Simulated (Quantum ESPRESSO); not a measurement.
# ZrN (Fm-3m) in Quantum ESPRESSO: energy-loss spectrum with LDA

Aim: the energy-loss spectrum of ZrN with LDA.

Everything below comes from runs of Quantum ESPRESSO 7.5. Logs are shortened: lines on timing, memory, paths and dates and some standing lists are left out, and cuts for length are marked.

## Step 1: The structure

Symmetry: Fm-3m, No. 225, cubic system. The conventional cell has a = 4.600 Å, b = 4.600 Å, c = 4.600 Å, α = 90.00°, β = 90.00°, γ = 90.00°. Zr (site symmetry m-3m) has 6 N at 2.30 Å as nearest neighbours. N (site symmetry m-3m) is surrounded by 6 Zr at 2.30 Å.

## Step 2: Energy-loss spectrum, LDA

pw.in reads:

```
&CONTROL
  calculation = 'scf'
  prefix = 'pwscf'
  outdir = './tmp'
  pseudo_dir = './pseudo'
  tprnfor = .true.
  tstress = .true.
  disk_io = 'low'
/
&SYSTEM
  ibrav = 0
  nat = 2
  ntyp = 2
  ecutwfc = 45
  ecutrho = 360
  nbnd = 15
  occupations = 'smearing'
  smearing = 'mp'
  degauss = 0.01469973
/
&ELECTRONS
  conv_thr = 4d-10
  electron_maxstep = 120
  mixing_beta = 0.5
/
ATOMIC_SPECIES
Zr    91.2240 zr_lda_v1.uspp.F.UPF
N     14.0070 n_lda_v1.2.uspp.F.UPF
CELL_PARAMETERS angstrom
   0.0000000000    2.3000000000    2.3000000000
   2.3000000000    0.0000000000    2.3000000000
   2.3000000000    2.3000000000    0.0000000000
ATOMIC_POSITIONS crystal
Zr     0.5000000000    0.5000000000    0.5000000000
N      0.0000000000    0.0000000000    0.0000000000
K_POINTS automatic
8 8 8 0 0 0
```

scf2.in reads:

```
&CONTROL
  calculation = 'scf'
  prefix = 'pwscf'
  outdir = './tmp'
  pseudo_dir = './pseudo'
  tprnfor = .true.
  tstress = .true.
  disk_io = 'low'
/
&SYSTEM
  ibrav = 0
  nat = 2
  ntyp = 2
  ecutwfc = 45
  ecutrho = 360
  nbnd = 15
  occupations = 'smearing'
  smearing = 'mp'
  degauss = 0.01469973
/
&ELECTRONS
  conv_thr = 1d-11
  electron_maxstep = 120
  mixing_beta = 0.5
  startingpot = 'file'
  startingwfc = 'file'
/
ATOMIC_SPECIES
Zr    91.2240 zr_lda_v1.uspp.F.UPF
N     14.0070 n_lda_v1.2.uspp.F.UPF
CELL_PARAMETERS angstrom
   0.0000000000    2.3000000000    2.3000000000
   2.3000000000    0.0000000000    2.3000000000
   2.3000000000    2.3000000000    0.0000000000
ATOMIC_POSITIONS crystal
Zr     0.5000000000    0.5000000000    0.5000000000
N      0.0000000000    0.0000000000    0.0000000000
K_POINTS automatic
8 8 8 0 0 0
```

eels.in reads:

```
&LR_INPUT
  prefix = 'pwscf'
  outdir = './tmp'
  restart_step = 5000
  restart = .false.
/
&LR_CONTROL
  calculator = 'lanczos'
  approximation = 'RPA_with_CLFE'
  q1 = 0
  q2 = 0
  q3 = 0.4141455054
  itermax = 400
/
```

spectrum.in reads:

```
&LR_INPUT
  prefix = 'pwscf'
  outdir = './tmp'
  eels = .true.
  itermax0 = 400
  itermax = 20000
  extrapolation = 'osc'
  epsil = 0.05
  units = 1
  start = 0
  end = 40
  increment = 0.2
/
```

spectrum_short.in reads:

```
&LR_INPUT
  prefix = 'pwscf'
  outdir = './tmp'
  eels = .true.
  itermax0 = 266
  itermax = 20000
  extrapolation = 'osc'
  epsil = 0.05
  units = 1
  start = 0
  end = 40
  increment = 0.2
/
```

Potentials or basis: GBRV 1.5 LDA.

The run is started by

```sh
$ OMP_NUM_THREADS=1 pw.x -in pw.in > pw.out
$ OMP_NUM_THREADS=1 pw.x -in scf2.in > scf2.out
$ OMP_NUM_THREADS=1 turbo_eels.x -in eels.in > eels.out
$ OMP_NUM_THREADS=1 turbo_spectrum.x -in spectrum.in > spectrum.out
$ OMP_NUM_THREADS=1 turbo_spectrum.x -in spectrum_short.in > spectrum_short.out
```

pw.out:

```text
This program is part of the open-source Quantum ESPRESSO suite
     for quantum simulation of materials; please cite
[... 9 lines left out ...]
     --------------------
     sticks:   dense  smooth     PW     G-vecs:    dense   smooth      PW
     Sum         931     475    151                18907     6735    1243

     Using Slab Decomposition

     bravais-lattice index     =            0
     lattice parameter (alat)  =       6.1467  a.u.
     unit-cell volume          =     164.2140 (a.u.)^3
     number of atoms/cell      =            2
     number of atomic types    =            2
     number of electrons       =        17.00
     number of Kohn-Sham states=           15
     kinetic-energy cutoff     =      45.0000  Ry
     charge density cutoff     =     360.0000  Ry
     scf convergence threshold =      4.0E-10
     mixing beta               =       0.5000
     number of iterations used =            8  plain     mixing
     Exchange-correlation= SLA  PZ   NOGX NOGC
                           (   1   1   0   0   0   0   0)

     celldm(1)=   6.146696  celldm(2)=   0.000000  celldm(3)=   0.000000
     celldm(4)=   0.000000  celldm(5)=   0.000000  celldm(6)=   0.000000

     crystal axes: (cart. coord. in units of alat)
               a(1) = (   0.000000   0.707107   0.707107 )
               a(2) = (   0.707107   0.000000   0.707107 )
               a(3) = (   0.707107   0.707107   0.000000 )

     reciprocal axes: (cart. coord. in units 2 pi/alat)
               b(1) = ( -0.707107  0.707107  0.707107 )
               b(2) = (  0.707107 -0.707107  0.707107 )
               b(3) = (  0.707107  0.707107 -0.707107 )

     PseudoPot. # 1 for Zr read from file:
     zr_lda_v1.uspp.F.UPF
     Pseudo is Ultrasoft + core correction, Zval = 12.0
     Generated by new atomic code, or converted to UPF format
     Using radial grid of  887 points,  6 beta functions with:
                l(1) =   0
                l(2) =   0
                l(3) =   1
                l(4) =   1
                l(5) =   2
                l(6) =   2
     Q(r) pseudized with  6 coefficients,  rinner =    1.200   1.200   1.200
                                                       1.200   1.200

     PseudoPot. # 2 for N  read from file:
     n_lda_v1.2.uspp.F.UPF
     Pseudo is Ultrasoft + core correction, Zval =  5.0
     Generated by new atomic code, or converted to UPF format
     Using radial grid of  729 points,  4 beta functions with:
                l(1) =   0
                l(2) =   0
                l(3) =   1
                l(4) =   1
     Q(r) pseudized with  8 coefficients,  rinner =    0.900   0.900   0.900

     atomic species   valence    mass     pseudopotential
     Zr               12.00    91.22400     Zr( 1.00)
     N                 5.00    14.00700     N ( 1.00)

     48 Sym. Ops., with inversion, found

   Cartesian axes

     site n.     atom                  positions (alat units)
         1        Zr     tau(   1) = (   0.7071068   0.7071068   0.7071068  )
         2        N      tau(   2) = (   0.0000000   0.0000000   0.0000000  )

     number of k points=    29  Methfessel-Paxton smearing, width (Ry)=  0.0147
                       cart. coord. in units 2pi/alat
        k(    1) = (   0.0000000   0.0000000   0.0000000), wk =   0.0039062
        k(    2) = (   0.0883883   0.0883883  -0.0883883), wk =   0.0312500
        k(    3) = (   0.1767767   0.1767767  -0.1767767), wk =   0.0312500
        k(    4) = (   0.2651650   0.2651650  -0.2651650), wk =   0.0312500
        k(    5) = (  -0.3535534  -0.3535534   0.3535534), wk =   0.0156250
        k(    6) = (   0.1767767   0.0000000   0.0000000), wk =   0.0234375
[... 21 lines left out ...]
        k(   28) = (  -0.7071068   0.1767767  -0.0000000), wk =   0.0468750
        k(   29) = (  -0.7071068   0.3535534   0.0000000), wk =   0.0234375

     Dense  grid:    18907 G-vectors     FFT dimensions: (  40,  40,  40)

     Smooth grid:     6735 G-vectors     FFT dimensions: (  27,  27,  27)

     Initial potential from superposition of free atoms

     starting charge      16.9982, renormalised to      17.0000

     negative rho (up, down):  5.829E-02 0.000E+00
     Starting wfcs are   17 randomized atomic wfcs

     Self-consistent Calculation

     iteration #  1     ecut=    45.00 Ry     beta= 0.50
     Davidson diagonalization with overlap
     ethr =  1.00E-02,  avg # of iterations =  3.3

     negative rho (up, down):  5.897E-02 0.000E+00

     total energy              =    -119.50276911 Ry
     estimated scf accuracy    <       0.58833573 Ry

     iteration #  2     ecut=    45.00 Ry     beta= 0.50
     Davidson diagonalization with overlap
     ethr =  3.46E-03,  avg # of iterations =  2.0

     negative rho (up, down):  5.932E-02 0.000E+00

     total energy              =    -119.65483482 Ry
     estimated scf accuracy    <       0.47183954 Ry

     iteration #  3     ecut=    45.00 Ry     beta= 0.50
     Davidson diagonalization with overlap
     ethr =  2.78E-03,  avg # of iterations =  1.4

     negative rho (up, down):  6.064E-02 0.000E+00

     total energy              =    -119.73846925 Ry
     estimated scf accuracy    <       0.00462803 Ry

     iteration #  4     ecut=    45.00 Ry     beta= 0.50
     Davidson diagonalization with overlap
     ethr =  2.72E-05,  avg # of iterations =  2.7
[... 37 lines left out ...]
     negative rho (up, down):  6.025E-02 0.000E+00

     total energy              =    -119.73969371 Ry
     estimated scf accuracy    <       0.00000005 Ry

     iteration #  9     ecut=    45.00 Ry     beta= 0.50
     Davidson diagonalization with overlap
     ethr =  3.05E-10,  avg # of iterations =  2.0

     negative rho (up, down):  6.025E-02 0.000E+00

     total energy              =    -119.73969372 Ry
     estimated scf accuracy    <          2.0E-09 Ry

     iteration # 10     ecut=    45.00 Ry     beta= 0.50
     Davidson diagonalization with overlap
     ethr =  1.18E-11,  avg # of iterations =  1.7

     negative rho (up, down):  6.025E-02 0.000E+00

     End of self-consistent calculation

          k = 0.0000 0.0000 0.0000 (   869 PWs)   bands (ev):

   -32.1356  -9.8127  -9.8127  -9.8127   1.3189  14.7005  14.7005  14.7005
    16.8878  16.8878  16.8878  18.8475  18.8475  20.1874  26.4850

          k = 0.0884 0.0884-0.0884 (   857 PWs)   bands (ev):

   -32.1157  -9.9956  -9.8265  -9.8265   1.6281  13.5674  13.9284  13.9284
    17.2566  17.3222  17.3222  19.8943  19.8943  21.0234  27.4798

          k = 0.1768 0.1768-0.1768 (   839 PWs)   bands (ev):

   -32.0674 -10.4105  -9.8596  -9.8596   2.3840  11.7381  12.7653  12.7653
    17.9321  18.3608  18.3608  21.9620  21.9620  22.5252  29.3302

          k = 0.2652 0.2652-0.2652 (   838 PWs)   bands (ev):

   -32.0184 -10.7944  -9.8923  -9.8923   3.1908  10.2739  11.9577  11.9577
    19.1340  19.6614  19.6614  22.9087  23.9637  23.9637  29.6589

          k =-0.3536-0.3536 0.3536 (   832 PWs)   bands (ev):

   -31.9980 -10.9458  -9.9058  -9.9058   3.5589   9.6915  11.6762  11.6762
    20.2953  20.3540  20.3540  22.0397  24.9427  24.9427  29.9080

          k = 0.1768 0.0000 0.0000 (   861 PWs)   bands (ev):

   -32.1091  -9.9850  -9.8649  -9.8649   1.6952  12.8353  14.2587  14.2587
    16.2466  18.0232  18.0232  19.0671  19.9239  22.0099  27.8049

          k = 0.2652 0.0884-0.0884 (   848 PWs)   bands (ev):

   -32.0703 -10.2877  -9.9153  -9.8934   2.1985  11.7180  13.2861  13.5475
    16.3879  18.9478  18.9507  20.3122  21.0659  23.7392  29.4753

          k = 0.3536 0.1768-0.1768 (   833 PWs)   bands (ev):

   -32.0216 -10.6552  -9.9481  -9.9440   2.8473  10.7722  12.2222  12.6022
    17.3332  20.0357  20.0730  22.3355  22.5286  24.8284  29.6633

          k =-0.2652-0.4419 0.4419 (   832 PWs)   bands (ev):

   -31.9916 -10.8660 -10.0020  -9.9446   3.2862  10.1423  11.8679  11.9697
    18.8045  20.4146  20.5200  22.9804  24.2485  25.0839  29.1127

          k =-0.1768-0.3536 0.3536 (   837 PWs)   bands (ev):

   -31.9984 -10.8191 -10.0303  -9.9069   3.2370  10.2002  11.8184  12.1424
    19.1819  19.6758  20.2585  22.7219  24.3401  24.9300  29.3356

          k =-0.0884-0.2652 0.2652 (   840 PWs)   bands (ev):

   -32.0378 -10.5438 -10.0050  -9.8566   2.7158  11.0347  12.1789  12.8437
    18.1376  18.3931  20.0062  21.0950  23.6379  23.7937  29.8563

          k = 0.0000-0.1768 0.1768 (   847 PWs)   bands (ev):

   -32.0864 -10.1996  -9.9222  -9.8231   2.0493  12.3464  12.9788  13.6779
    17.4825  17.5387  18.6689  19.7279  21.8078  22.3366  28.8052

          k = 0.3536 0.0000 0.0000 (   833 PWs)   bands (ev):

   -32.0451 -10.3386  -9.9899  -9.9899   2.2238  11.3863  13.9603  13.9603
    15.0684  19.6460  20.0206  20.0206  20.8570  25.1384  30.8652

          k = 0.4419 0.0884-0.0884 (   837 PWs)   bands (ev):

   -32.0060 -10.5528 -10.0680 -10.0398   2.4077  11.3514  13.0814  13.5171
    15.5187  20.5776  20.8296  21.0496  21.8829  25.7984  30.0333

          k =-0.1768-0.5303 0.5303 (   830 PWs)   bands (ev):

   -31.9761 -10.6965 -10.1951 -10.0368   2.6776  11.2809  12.3310  12.7534
    16.7632  20.7901  20.9717  22.7588  22.9627  26.0542  28.4003

          k =-0.0884-0.4419 0.4419 (   841 PWs)   bands (ev):

   -31.9731 -10.6908 -10.2961  -9.9827   2.9193  10.8184  12.1792  12.4116
    18.5072  19.8518  20.1607  22.4283  24.4933  26.6855  28.6548

          k = 0.0000-0.3536 0.3536 (   837 PWs)   bands (ev):

   -31.9988 -10.6242 -10.2231  -9.9080   2.9569  10.6546  11.9728  12.6650
    18.9445  19.0763  20.0773  21.3370  24.9207  25.1710  29.3865

          k = 0.5303-0.0000 0.0000 (   838 PWs)   bands (ev):

   -31.9807 -10.6216 -10.1133 -10.1133   2.1048  11.9684  14.0645  14.0645
    14.1697  20.3153  21.4520  21.4520  21.9136  25.9881  29.1299

          k =-0.0884-0.6187 0.6187 (   831 PWs)   bands (ev):

   -31.9605 -10.6698 -10.2224 -10.1271   2.1156  12.4330  13.0115  13.7061
    15.1554  21.2742  21.4114  21.5433  22.4645  26.2702  27.7172

          k = 0.0000-0.5303 0.5303 (   834 PWs)   bands (ev):

   -31.9573 -10.5681 -10.4352 -10.0737   2.4468  11.8504  12.6086  12.8987
    16.6025  20.6826  20.9425  22.4559  22.9870  27.6621  27.6774

          k =-0.7071 0.0000 0.0000 (   846 PWs)   bands (ev):

   -31.9540 -10.7216 -10.1639 -10.1639   1.8918  12.7835  13.8476  14.1892
    14.1892  20.6284  21.7996  21.7996  22.2600  26.2587  26.8486

          k = 0.3536 0.1768 0.0000 (   840 PWs)   bands (ev):

   -32.0314 -10.4796 -10.0590  -9.9162   2.5431  11.1521  12.7106  13.1698
    16.6017  19.6853  20.1340  20.6079  22.4145  25.0324  30.8089

          k =-0.2652-0.4419 0.6187 (   837 PWs)   bands (ev):

   -31.9921 -10.6764 -10.1587  -9.9690   2.8649  10.8406  12.1497  12.6276
    17.5365  20.3078  20.4830  21.8329  23.8954  25.7029  29.0908

          k =-0.1768-0.3536 0.5303 (   838 PWs)   bands (ev):

   -31.9757 -10.7606 -10.1841 -10.0019   2.9915  10.7003  12.1846  12.2119
    18.7490  19.1825  20.9388  22.9436  24.1790  26.0208  28.7300

          k =-0.1768-0.5303 0.7071 (   836 PWs)   bands (ev):

   -31.9764 -10.6244 -10.1936 -10.0924   2.3978  11.7464  12.9132  12.9900
    16.0274  20.7370  21.3097  21.3450  22.9376  26.2064  28.7096

          k =-0.0884-0.4419 0.6187 (   836 PWs)   bands (ev):

   -31.9600 -10.5971 -10.3470 -10.1184   2.5353  11.7210  12.5118  12.7019
    17.1913  19.6974  21.5071  22.1849  23.2996  27.3834  28.3394

          k = 0.0000-0.3536 0.5303 (   832 PWs)   bands (ev):

   -31.9666 -10.5842 -10.3836 -10.0525   2.7356  11.2212  12.3344  12.5814
    18.4881  18.8162  21.0847  21.9658  24.0652  27.6788  28.6765

          k =-0.7071 0.1768-0.0000 (   834 PWs)   bands (ev):

   -31.9537 -10.6430 -10.2488 -10.1936   2.1759  12.6856  12.9403  12.9471
    15.8840  20.6961  21.5242  21.8050  22.7012  27.1134  27.3233

          k =-0.7071 0.3536 0.0000 (   848 PWs)   bands (ev):

   -31.9534 -10.4490 -10.4490 -10.2230   2.4887  11.9230  12.6066  12.6066
    18.3190  18.3190  21.8104  21.9185  23.1368  28.4800  29.1006

     the Fermi energy is    17.3084 ev

!    total energy              =    -119.73969372 Ry
     estimated scf accuracy    <          3.6E-10 Ry
     smearing contrib. (-TS)   =      -0.00021266 Ry
     internal energy E=F+TS    =    -119.73948106 Ry

     The total energy is F=E-TS. E is the sum of the following terms:
     one-electron contribution =      -5.63140267 Ry
     hartree contribution      =      13.24387397 Ry
     xc contribution           =     -23.17195634 Ry
     ewald contribution        =    -104.17999603 Ry

     convergence has been achieved in  10 iterations

     negative rho (up, down):  6.025E-02 0.000E+00

     Forces acting on atoms (cartesian axes, Ry/au):

     atom    1 type  1   force =     0.00000000    0.00000000   -0.00000000
     atom    2 type  2   force =    -0.00000000   -0.00000000    0.00000000

     Total force =     0.000000     Total SCF correction =     0.000000

     Computing stress (Cartesian axis) and pressure

     negative rho (up, down):  6.025E-02 0.000E+00
          total   stress  (Ry/bohr**3)                   (kbar)     P=     -122.90
  -0.00083545  -0.00000000   0.00000000         -122.90       -0.00        0.00
  -0.00000000  -0.00083545   0.00000000           -0.00     -122.90        0.00
   0.00000000   0.00000000  -0.00083545            0.00        0.00     -122.90

=------------------------------------------------------------------------------=
   JOB DONE.
=------------------------------------------------------------------------------=
```

Run time: 4 min. Hardware: 1 thread of Intel Xeon 6975P-C (Granite Rapids), shared host; peak memory 0.26 GiB.

Results:

* Free energy: -1629.1415 eV
* Pressure: -12.3 GPa
* Band gap on the k mesh: none (metal or under the smearing width)
* Peak of the energy-loss function: 22.6 eV

Energy-loss function at q = [0.0, 0.0, 0.8] (Å⁻¹, cartesian):
```
energy (eV)   loss
        0.0  0.000
        1.8  0.018
        3.4  0.065
        5.2  0.122
        7.0  0.210
        8.6  0.203
       10.4  0.184
       12.2  0.322
       13.8  0.647
       15.6  0.510
       17.4  0.452
       19.0  0.590
       20.8  0.834
       22.4  0.972
       24.2  0.850
       26.0  0.672
       27.6  0.604
       29.4  0.520
       31.2  0.496
       32.8  0.591
       34.6  0.680
       36.4  0.718
       38.0  0.872
       39.8  0.945
```

Caveat: the Lanczos chain is short for so many electrons, so humps in the spectrum may be artefacts.
